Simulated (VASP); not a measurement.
# Tl (Pm-3m) in VASP: notebook, part 2 of 2

VASP 6.6.1.

### Step 5. Single point, revPBE

This run uses another cell than the first one, of 33.36 Å³/atom, 0.920 times its volume.

File INCAR:

```
SYSTEM = Tl
ALGO = Normal
EDIFF = 1E-6
ENCUT = 520
GGA = RE
ISIF = 2
ISMEAR = -1
LASPH = .True.
LCHARG = .True.
LELF = .True.
LREAL = .False.
LVHAR = .True.
LWAVE = .False.
NBANDS = 12
NELM = 60
PREC = Accurate
SIGMA = 0.1
```

File KPOINTS:

```
k-points
0
Gamma
  11 11 11
  0 0 0
```

File POSCAR:

```
Tl
1.0
    3.2193054475      0.0000000000      0.0000000000
    0.0000000000      3.2193054475      0.0000000000
    0.0000000000      0.0000000000      3.2193054475
Tl
1
Direct
    0.0000000000      0.0000000000      0.0000000000
```

Potentials or basis: VASP PAW PBE potentials, release 64 (Tl_d).

Started as:

```bash
$ cat potpaw_PBE.64/Tl_d/POTCAR > POTCAR
$ mpirun -np 1 vasp_std > vasp.out
```

OUTCAR:

```text
SYSTEM = Tl
   EDIFF = 1E-6
   ENCUT = 520
   GGA = RE
   ISIF = 2
   ISMEAR = -1
   LASPH = .True.
   LREAL = .False.
   NELM = 60
   PREC = Accurate

 ion  position               nearest neighbor table
   1  0.000  0.000  0.000-

  LATTYP: Found a simple cubic cell.
 ALAT       =     3.2193054475

  Lattice vectors:

 A1 = (   3.2193054475,   0.0000000000,   0.0000000000)
 A2 = (   0.0000000000,   3.2193054475,   0.0000000000)
 A3 = (   0.0000000000,   0.0000000000,   3.2193054475)

Analysis of symmetry for initial positions (statically):
=====================================================================
 Subroutine PRICEL returns:
 Original cell was already a primitive cell.

 Routine SETGRP: Setting up the symmetry group for a
 simple cubic supercell.

 Subroutine GETGRP returns: Found 48 space group operations
 (whereof 48 operations were pure point group operations)
 out of a pool of 48 trial point group operations.

The static configuration has the point symmetry O_h .

Analysis of symmetry for dynamics (positions and initial velocities):
=====================================================================
 Subroutine PRICEL returns:
 Original cell was already a primitive cell.

 Routine SETGRP: Setting up the symmetry group for a
 simple cubic supercell.

 Subroutine GETGRP returns: Found 48 space group operations
 (whereof 48 operations were pure point group operations)
 out of a pool of 48 trial point group operations.

The dynamic configuration has the point symmetry O_h .

 Subroutine INISYM returns: Found 48 space group operations
 (whereof 48 operations are pure point group operations),
 and found     1 'primitive' translations

----------------------------------------------------------------------------------------

                                     Primitive cell

  volume of cell :      33.3646

  direct lattice vectors                    reciprocal lattice vectors
     3.219305448  0.000000000  0.000000000     0.310626008  0.000000000  0.000000000
     0.000000000  3.219305448  0.000000000     0.000000000  0.310626008  0.000000000
     0.000000000  0.000000000  3.219305448     0.000000000  0.000000000  0.310626008

  length of vectors
     3.219305448  3.219305448  3.219305448     0.310626008  0.310626008  0.310626008

  position of ions in fractional coordinates (direct lattice)
     0.000000000  0.000000000  0.000000000

  ion indices of the primitive-cell ions
   primitive index   ion index
                 1           1

----------------------------------------------------------------------------------------

 KPOINTS: k-points

Automatic generation of k-mesh.
 Grid dimensions read from file:
 generate k-points for:   11   11   11

 Generating k-lattice:

  Cartesian coordinates                     Fractional coordinates (reciprocal lattice)
     0.028238728  0.000000000  0.000000000     0.090909091  0.000000000  0.000000000
     0.000000000  0.028238728  0.000000000     0.000000000  0.090909091  0.000000000
     0.000000000  0.000000000  0.028238728     0.000000000  0.000000000  0.090909091

  Length of vectors
     0.028238728  0.028238728  0.028238728

  Shift w.r.t. Gamma in fractional coordinates (k-lattice)
     0.000000000  0.000000000  0.000000000

 Subroutine IBZKPT returns following result:
 ===========================================

 Found     56 irreducible k-points:

 Following reciprocal coordinates:
            Coordinates               Weight
  0.000000  0.000000  0.000000      1.000000
  0.090909  0.000000  0.000000      6.000000
  0.181818  0.000000  0.000000      6.000000
  0.272727  0.000000  0.000000      6.000000
  0.363636  0.000000  0.000000      6.000000
  0.454545  0.000000  0.000000      6.000000
[... 16 lines left out ...]
  0.181818  0.090909  0.090909     24.000000
  0.272727  0.090909  0.090909     24.000000
 [... further k-points ...]
   k-points           NKPTS =     56   k-points in BZ     NKDIM =     56   number of bands    NBANDS=     12
   number of dos      NEDOS =    301   number of ions     NIONS =      1
   total plane-waves  NPLWV =  13824
   dimension x,y,z NGX =    24 NGY =   24 NGZ =   24
   dimension x,y,z NGXF=    48 NGYF=   48 NGZF=   48
   ions per type =               1
   NGX,Y,Z   is equivalent  to a cutoff of  12.39, 12.39, 12.39 a.u.
   NGXF,Y,Z  is equivalent  to a cutoff of  24.79, 24.79, 24.79 a.u.
 SYSTEM =  Tl
   PREC   = accura    normal or accurate (medium, high low for compatibility)
   ISTART =      0    job   : 0-new  1-cont  2-samecut
   ICHARG =      2    charge: 1-file 2-atom 10-const
   ISPIN  =      1    spin polarized calculation?
   LNONCOLLINEAR =      F non collinear calculations
   LSORBIT =      F    spin-orbit coupling
   LASPH  =      T    aspherical Exc in radial PAW
   ENCUT  =  520.0 eV  38.22 Ry    6.18 a.u.   5.99  5.99  5.99*2*pi/ulx,y,z
   NELM   =     60;   NELMIN=  2; NELMDL= -5     # of ELM steps
   EDIFF  = 0.1E-05   stopping-criterion for ELM
   LREAL  =      F    real-space projection
   EDIFFG = 0.1E-04   stopping-criterion for IOM
   NSW    =      0    number of steps for IOM
   IBRION =     -1    ionic relax: 0-MD 1-quasi-New 2-CG
   NFREE  =      0    steps in history (QN), initial steepest desc. (CG)
   ISIF   =      2    stress and relaxation
   ISYM   =      2    0-nonsym 1-usesym 2-fastsym
   POTIM  = 0.5000    time-step for ionic-motion
   TEBEG  =    0.0;   TEEND  =   0.0 temperature during run
   PSTRESS=    0.0 pullay stress
   NELECT =      13.0000    total number of electrons
   NUPDOWN=      -1.0000    fix difference up-down
   EMIN   =  10.00;   EMAX   =-10.00  energy-range for DOS
   EFERMI =   0.00;   METHOD = LEGACY
   ISMEAR =    -1;   SIGMA  =   0.10  broadening in eV -4-tet -1-fermi 0-gaus
   EFERMI_NEDOS =   21; number of points for ismear=-14 and -15
   IALGO  =     38    algorithm
   IMIX   =      4    mixing-type and parameters
     AMIX     =   0.40;   BMIX     =  1.00
     AMIX_MAG =   1.60;   BMIX_MAG =  1.00
  volume/ion in A,a.u.               =      33.36       225.16
  Fermi-wavevector in a.u.,A,eV,Ry     =   1.195713  2.259571 19.452665  1.429731
  Thomas-Fermi vector in A             =   2.331672
   LORBIT       =      0    0 simple, 1 ext, 2 COOP (PROOUT), +10 PAW based schemes
   GGA     = RE    functional components
   LHFCALC =     F    Hartree Fock is set to
   AEXX    =    0.0000 exact exchange contribution
   IVDW    =     0    specifies the selected vdW correction
   LEPSILON=     F    determine dielectric tensor
   LRPA    =     F    only Hartree local field effects (RPA)
 non-spin polarized calculation
  energy-cutoff  :      520.00
  volume of cell :       33.36
 maximum number of plane-waves:       913
 NGX is ok and might be reduce to    24
   NGX = 11   NGY = 11   NGZ = 11

 number of electron      13.0000009 magnetization

 Free energy of the ion-electron system (eV)
  ---------------------------------------------------
  ext. energy  EPLUGINS =         0.00000000
  ---------------------------------------------------
  free energy    TOTEN  =        -1.77178202 eV

  energy without entropy =       -1.75270166  energy(sigma->0) =       -1.76224184

 E-fermi :   5.2604     XC(G=0):  -9.2580

 val. band max:        5.1849975143   @ k =   0.4545   0.4545   0.0909
 cond. band min:       5.2657008844   @ k =   0.3636   0.2727   0.0909
 fundamental gap:      0.0807033701
 Fermi energy:         5.2603541848

 k-point     1 :       0.0000    0.0000    0.0000
  band No.  band energies     occupation
      1      -6.9473      2.00000
      2      -6.9473      2.00000
      3      -6.0224      2.00000
      4      -6.0224      2.00000
      5      -6.0224      2.00000
      6      -4.1746      2.00000
      7      11.8574      0.00000
      8      11.8574      0.00000
      9      11.8574      0.00000
     10      14.5731      0.00000
     11      16.2632      0.00000
     12      16.2632      0.00000
[... 331 lines left out ...]
 k-point    24 :       0.2727    0.0909    0.0909
  band No.  band energies     occupation
      1      -6.8347      2.00000
      2      -6.5687      2.00000
      3      -6.2077      2.00000
      4      -6.1985      2.00000
      5      -6.0521      2.00000
      6      -2.7724      2.00000
      7       6.2218      0.00013
      8      11.6148      0.00000
      9      11.8985      0.00000
     10      17.4703      0.00000
     11      17.5681      0.00000
     12      19.9277      0.00000

 [... further k-points ...]

------------------------ aborting loop because EDIFF is reached ----------------------------------------

  FORCE on cell =-STRESS in cart. coord.  units (eV):
  Direction    XX          YY          ZZ          XY          YZ          ZX
  --------------------------------------------------------------------------------------
  -------------------------------------------------------------------------------------
  Total        0.3867192      0.3867192      0.3867192      0.0000000      0.0000000     -0.0000000
  in kB       18.5703363     18.5703363     18.5703363      0.0000000      0.0000000     -0.0000000
  external PRESSURE =      18.5703363 kB  Pullay stress =       0.0000000 kB

 VOLUME and BASIS-vectors are now :
 -----------------------------------------------------------------------------
  energy-cutoff  :      520.00
  volume of cell :       33.36
      direct lattice vectors                 reciprocal lattice vectors
     3.219305448  0.000000000  0.000000000     0.310626008  0.000000000  0.000000000
     0.000000000  3.219305448  0.000000000     0.000000000  0.310626008  0.000000000
     0.000000000  0.000000000  3.219305448     0.000000000  0.000000000  0.310626008

 POSITION                                       TOTAL-FORCE (eV/Angst)
 -----------------------------------------------------------------------------------
      0.00000      0.00000      0.00000         0.000000      0.000000      0.000000
 -----------------------------------------------------------------------------------
    total drift:                                0.000000     -0.000000     -0.000000

  FREE ENERGIE OF THE ION-ELECTRON SYSTEM (eV)
  ---------------------------------------------------
  free  energy   TOTEN  =        -1.7717820221 eV

  energy  without entropy=       -1.7527016565  energy(sigma->0) =       -1.76224184
```

It took 6.2 s on 1 thread of AMD EPYC 9R45 (Zen 5), shared host; peak memory 0.12 GiB.

What came out:

```
Free energy            : -1.7718 eV
Pressure               : 1.9 GPa
Band gap on the k mesh : none (metal or under the smearing width)
```

Levels at points of the mesh, in eV from the Fermi level:
```csv
k point,band 2,band 3,band 4,band 5,band 6,band 7,band 8,band 9,band 10,band 11
"(0.00, 0.00, 0.00)",-12.21,-11.28,-11.28,-11.28,-9.43,6.60,6.60,6.60,9.31,11.00
```

Caveat: the PAW data sets were made with another functional, which shifts forces and pressure a little.

### Step 6. The runs side by side

| task | cell | k mesh | cutoff (eV) | gap on the mesh (eV) | pressure (GPa) |
| --- | --- | --- | --- | --- | --- |
| single point | Pm-3m, 36.27 Å³/atom | 16 × 16 × 16 | 520 | none | 0.0 |
| single point | Pm-3m, 36.27 Å³/atom | 10 × 10 × 10 | 520 | none | -0.1 |
| relaxation of cell and atoms | relaxed | 10 × 10 × 10 | 600 | none | 0.0 |
| single point | Pm-3m, 33.36 Å³/atom | 11 × 11 × 11 | 520 | none | 1.9 |

Alike in all rows: level revPBE; potentials or basis VASP PAW PBE potentials, release 64 (Tl_d); no spin polarisation; smearing fermi-dirac 0.1 eV.

Every run on the cell as given and a fine mesh finds a metal.

Caveats: the PAW data sets were made with another functional, which shifts forces and pressure a little; the volume moved by over 15 % at a fixed basis, so the end points are rough (some runs).

Absolute energies hang on the potentials; compare differences alone.
